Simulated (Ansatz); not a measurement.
Level of theory: DFT PBE, scalar-relativistic, plane waves, PAW (Ansatz). All cells share a 420 eV cutoff and Γ-centred k meshes spaced at most about 0.3 Å⁻¹ (2π included). No spin polarisation in the final relaxations.

All energies are static (0 K, no zero-point motion). All come from trial cells, and lower structures may exist.

**Question.** Order these relaxed structures of Ga₄AsP₃ by energy, lowest first, with the energy over the lowest of them.
A.

```xyz
8
Lattice="3.9217 0.0000 0.0000 -1.9608 3.3963 0.0000 0.0000 0.0000 12.9373" Properties=species:S:1:pos:R:3 pbc="T T T"
Ga    0.0000    2.2642    6.5448
Ga    0.0000    2.2642   12.9147
Ga    1.9608    1.1321    3.1614
Ga    1.9608    1.1321    9.7263
P     0.0000    2.2642    2.3748
P     0.0000    2.2642    8.9347
P     1.9608    1.1321   12.1225
As    1.9608    1.1321    5.6469
```

B.

```xyz
8
Lattice="3.9347 0.0000 0.0000 0.0000 3.9347 0.0000 0.0000 0.0000 11.1296" Properties=species:S:1:pos:R:3 pbc="T T T"
Ga    1.9673    0.0000    7.0343
Ga    0.0000    1.9673    9.7655
Ga    1.9673    0.0000    1.3641
Ga    0.0000    1.9673    4.0953
P     0.0000    0.0000    0.0000
P     1.9673    1.9673    2.7306
P     1.9673    1.9673    8.3990
As    0.0000    0.0000    5.5648
```

**Answer.** B (0 meV/atom), A (11 meV/atom). Forms: B P and As ordered on zinc blende sites, P-4m2; A P and As ordered on wurtzite sites, P3m1. Counting As or P atoms around Ga (for each partner element, those within 1.25 times its shortest distance or 1.15 times the sum of covalent radii, where it is the nearest in units of that sum or under 1.3): B has Ga 4; A has Ga 4.

With atoms moved at random, P-4m2 came back. Other cells relaxed within their symmetry can be saddle points. Some types were kept out of the candidates beforehand, so the set may lack a known form.
